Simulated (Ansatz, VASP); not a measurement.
**Sn in VASP and in Ansatz**

```xyz
2
Lattice="-2.9196 2.9196 1.5938 2.9196 -2.9196 1.5938 2.9196 2.9196 -1.5938" Properties=species:S:1:pos:R:3 pbc="T T T"
Sn    0.0000    0.0000    0.0000
Sn    0.0000    2.9196    0.7969
```

Alike in both runs: functional PBE; k mesh 10 × 10 × 10; occupations fermi-dirac, width 0.05 eV; no spin polarisation.

Ansatz relaxed the structure, and its values are those at the end. VASP's run is a single point on that final structure, the one shown.

|  | VASP | Ansatz |
| --- | --- | --- |
| version | VASP 6.6.1 | Ansatz 0.2.0 |
| potentials or method | VASP PAW PBE potentials, release 64 (Sn_d) | plane-wave PAW, scalar-relativistic |
| plane-wave cutoff (eV) | 520 | 420 |
| valence electrons in the cell | 28 | 28 |

|  | VASP | Ansatz | Ansatz less VASP |
| --- | --- | --- | --- |
| pressure (GPa) | 2.3 | 2.4 | +0.05 |

Ansatz warned: «gradients_without_spin_orbit».
